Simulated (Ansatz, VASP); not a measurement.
**One calculation of CuAu, two programs**

File INCAR:

```
SYSTEM = CuAu
PREC = Accurate
ENCUT = 520
EDIFF = 1E-6
ISMEAR = 0
SIGMA = 0.1
LREAL = .False.
LASPH = .True.
NELM = 100
ALGO = Fast
ISIF = 2
LWAVE = .False.
LCHARG = .False.
GGA = PE
NBANDS = 18
```

Contents of KPOINTS:

```
regular mesh
0
Gamma
  14 14 12
  0 0 0
```

POSCAR

```
CuAu
1.0
    2.8920326470      0.0000000000      0.0000000000
    0.0000000000      2.8920326470      0.0000000000
    0.0000000000      0.0000000000      3.5876026256
Cu Au
1 1
Direct
    0.5000000000      0.5000000000      0.5000000000
    0.0000000000      0.0000000000      0.0000000000
```

Input for Ansatz:

```yaml
crystal:
  lattice:
    - [2.892032647, 0.0, 0.0]
    - [0.0, 2.892032647, 0.0]
    - [0.0, 0.0, 3.5876026256]
  atoms:
    - { symbol: Cu, position: [0.5, 0.5, 0.5] }
    - { symbol: Au, position: [0.0, 0.0, 0.0] }
basis:
  ecutwfc: 420
kpoints:
  mp_grid: { grid: [14, 14, 12] }
  band_path:
    path:
      - [[0.0, 0.0, 0.0], [0.0, 0.5, 0.0], [0.5, 0.5, 0.0], [0.0, 0.0, 0.0], [0.0, 0.0, 0.5], [0.0, 0.5, 0.5], [0.5, 0.5, 0.5], [0.0, 0.0, 0.5]]
      - [[0.0, 0.5, 0.0], [0.0, 0.5, 0.5]]
      - [[0.5, 0.5, 0.0], [0.5, 0.5, 0.5]]
    npoints: 14
hamiltonian:
  xc: pbe
scf:
  occupations: { method: gaussian, width: 0.1 }
  n_extra_bands: 6
output:
  forces: true
  stress: true
  eigenvalues: true
  populations: true
  dos: { projected: true, de: 0.02, nscf_kmesh: { grid: [21, 21, 18] } }
  bader: true
  write_density: true
  write_potential: true
  elf: true
  volumetric_format: npy
```

Alike in both runs: task single point; functional PBE; k mesh 14 × 14 × 12; occupations gaussian, width 0.1 eV; no spin polarisation.

```csv
,VASP,Ansatz
version,VASP 6.6.1,Ansatz 0.2.0
potentials or method,"VASP PAW PBE potentials, release 64 (Cu, Au)","scalar-relativistic, plane waves, PAW"
plane-wave cutoff (eV),520,420
valence electrons in the cell,22,38
```

```csv
,VASP,Ansatz,Ansatz less VASP
gap on the k mesh at the Fermi level (eV),none,none,-
pressure (GPa),0.1,0.0,-0.12
```

A gap of «none» marks a metal or a gap that the smearing closes. The two sets of potentials don't hold the same shells in valence.

Spin-orbit coupling is left out, which matters for the levels of Au.
